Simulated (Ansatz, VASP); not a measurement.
Ba: VASP beside Ansatz

```xyz
1
Lattice="0.0000 3.2327 3.2327 3.2327 0.0000 3.2327 3.2327 3.2327 0.0000" Properties=species:S:1:pos:R:3 pbc="T T T"
Ba    0.0000    0.0000    0.0000
```

Alike in both runs: task single point; functional PBE; k mesh 9 × 9 × 9; occupations fermi-dirac, width 0.05 eV; no spin polarisation.

|  | VASP | Ansatz |
| --- | --- | --- |
| version | VASP 6.6.1 | Ansatz 0.2.0 |
| potentials or method | VASP PAW PBE potentials, release 64 (Ba_sv), cutoff 520 eV | all-electron LAPW, scalar-relativistic |

|  | VASP | Ansatz | Ansatz less VASP |
| --- | --- | --- | --- |
| pressure (GPa) | -0.4 | -0.4 | -0.04 |

Ansatz ran all-electron here, so the differences hold the error of VASP's frozen core and of both bases.

Spin-orbit coupling is left out, which matters for the levels of Ba.
